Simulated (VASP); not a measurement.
Here is a VASP 6.6.1 calculation.

INCAR

```
PREC = Accurate
ENCUT = 600
EDIFF = 1E-7
ISMEAR = 0
SIGMA = 0.02
LREAL = F
LASPH = T
NELM = 80
ALGO = Normal
ISIF = 3
LWAVE = F
LCHARG = F
METAGGA = R2SCAN
LMIXTAU = T
IBRION = 2
NSW = 90
EDIFFG = -0.005
```

KPOINTS

```
regular mesh
0
Gamma
  10 10 10
```

POSCAR

```
AlN
1.0
    0.0000000000      2.0345180000      2.0345180000
    2.0345180000      0.0000000000      2.0345180000
    2.0345180000      2.0345180000      0.0000000000
Al N
1 1
Direct
    0.5000000000      0.5000000000      0.5000000000
    0.0000000000      0.0000000000      0.0000000000
```

Potentials or basis: VASP PAW PBE potentials, release 64 (Al, N).

The run is started by

```bash
$ cat potpaw_PBE.64/Al/POTCAR potpaw_PBE.64/N/POTCAR > POTCAR
$ mpirun -np 1 vasp_std > vasp.out
```

Q: What does it give for the relaxed cell?

A: a = 2.852 Å, b = 2.852 Å, c = 2.852 Å, α = 60.00°, β = 60.00°, γ = 60.00°.

Q: Estimate the band gap on the k mesh.

A: 5.56 eV, indirect (least direct gap 6.62 eV).

Q: Predict the relaxed volume.

A: 8.21 Å³/atom.

Q: What does it give for the space group after relaxing (to 0.05 Å)?

A: Fm-3m (No. 225).

Final structure:
```
Al N
1.0
     0.00000    2.01700    2.01700
     2.01700    0.00000    2.01700
     2.01700    2.01700    0.00000
Al N
1 1
Cartesian
  2.0170 2.0170 2.0170
  0.0000 0.0000 0.0000
```

Caveat: the PAW data sets were made with another functional, which shifts forces and pressure a little. A k mesh can miss the band edges.
